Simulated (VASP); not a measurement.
A run of VASP 6.6.1:

File INCAR:

```
SYSTEM = F
PREC = Accurate ; ENCUT = 520
EDIFF = 1E-6 ; ISMEAR = 0
SIGMA = 0.1 ; LREAL = .FALSE.
LASPH = .TRUE. ; NELM = 100
ALGO = Normal ; ISIF = 2
LWAVE = .FALSE. ; LCHARG = .TRUE.
GGA = PS ; LELF = .TRUE.
LVHAR = .TRUE. ; NBANDS = 22
```

The input KPOINTS:

```
regular mesh
0
G
  6 6 4
  0 0 0
```

File POSCAR:

```
F
1.0
    2.4516282333     -1.6203387152      0.0000000000
    2.4516282333      1.6203387152      0.0000000000
    0.0000000000      0.0000000000      6.6097654368
F
4
Direct
    0.8500000000      0.1500000000      0.1170000000
    0.6500000000      0.3500000000      0.6170000000
    0.1500000000      0.8500000000      0.8830000000
    0.3500000000      0.6500000000      0.3830000000
```

Potentials or basis: VASP PAW PBE potentials, release 64 (F).

Command:

```sh
$ cat potpaw_PBE.64/F/POTCAR > POTCAR
$ mpirun -np 1 vasp_std > vasp.out
```

Hardware: 1 thread of Intel(R) Xeon(R) 6975P-C (Granite Rapids), with other jobs on the host.

Problem. How long does it take, and how much memory?

Solution. It took 12 s on 1 thread of Intel(R) Xeon(R) 6975P-C (Granite Rapids), with other jobs on the host, peak memory 0.18 GiB. Counts: scf iterations 13, k points 39.
